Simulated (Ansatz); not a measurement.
Computed properties of V

```yaml
crystal:
  lattice:
    - [0.00000, 1.90829, 1.90829]
    - [1.90829, 0.00000, 1.90829]
    - [1.90829, 1.90829, 0.00000]
  atoms:
    - { symbol: V, position: [0.00000, 0.00000, 0.00000] }
```

Conventional cell: a = 3.817 Å, b = 3.817 Å, c = 3.817 Å, α = 90.00°, β = 90.00°, γ = 90.00°. Around V (atom 1) lie 12 V at 2.70 Å.

The cell was built from the fcc type and relaxed in the same program, and has space group Fm-3m; it needn't be a known or the stable phase.

Method: DFT, PBE, all-electron LAPW, scalar-relativistic (Ansatz 0.2.0).

Settings: a Γ-centred 19×19×19 k mesh, Fermi–Dirac smearing of 0.05 eV, basis error target 1 meV/atom, spin-polarised from start moments V 1.5 μB (the moments died away, and the run ended non-magnetic).

```json
{
  "Band gap": "none: bands cross the Fermi level, a metal",
  "Density of states at the Fermi level (0.2 eV bin)": "1.66 states/eV per cell",
  "Volume per atom": "93.8 bohr³",
  "Pressure at this cell": "0.02 GPa"
}
```
